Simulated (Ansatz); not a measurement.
# Sc in Ansatz: convergence with k mesh

Crystal: Sc.

```
Sc
1.0
    -1.91721    1.91721    1.71760
     1.91721   -1.91721    1.71760
     1.91721    1.91721   -1.71760
Sc
1
Direct
  0.00000 0.00000 0.00000
```

This isn't the form of Sc at room conditions, which is hcp.

* Program: Ansatz 0.2.0
* Task: convergence study
* Functional: PBE
* Potentials or basis: all-electron LAPW, scalar-relativistic
* Cutoff: 171 eV (chosen from the basis error)
* Basis error allowed: 0.001 eV/atom
* k mesh: 2 × 2 × 2
* Occupations: fermi-dirac, width 0.05 eV
* Spin: no spin polarisation

These are the settings of the first run; the series varies k mesh, with any setting tied to it.

Hardware: 1 thread of Intel(R) Xeon(R) Processor @ 2.50GHz (Skylake/Cascade Lake), with other jobs on the host.

```
      k mesh  energy less the tightest run, at zero smearing (meV/atom)  pressure (GPa)  SCF cycles  CPU time (s)  peak memory (GiB)
   2 × 2 × 2                                                    -312.61          -10.33           9           2.2               0.21
   4 × 4 × 4                                                     -29.77           -1.03           5           2.4               0.22
   5 × 5 × 5                                                      16.18           -0.86           6           2.9               0.23
   6 × 6 × 6                                                      -1.75           -0.76           6           3.7               0.23
   8 × 8 × 8                                                      -1.26           -0.85           6           6.4               0.24
10 × 10 × 10                                                       0.75           -0.79           6           9.6               0.27
12 × 12 × 12                                                       0.18           -0.77           6            16               0.29
14 × 14 × 14                                                       0.00           -0.77           6            21               0.33
```

Against the tightest run, the energy stays within 1 meV/atom from 10 × 10 × 10 on; the pressure stays within 0.1 GPa from 5 × 5 × 5 on. Meshes of other sizes hit other points, so gaps and Fermi surfaces needn't settle smoothly. The tightest run that finished is the yardstick and may itself not be fully converged.
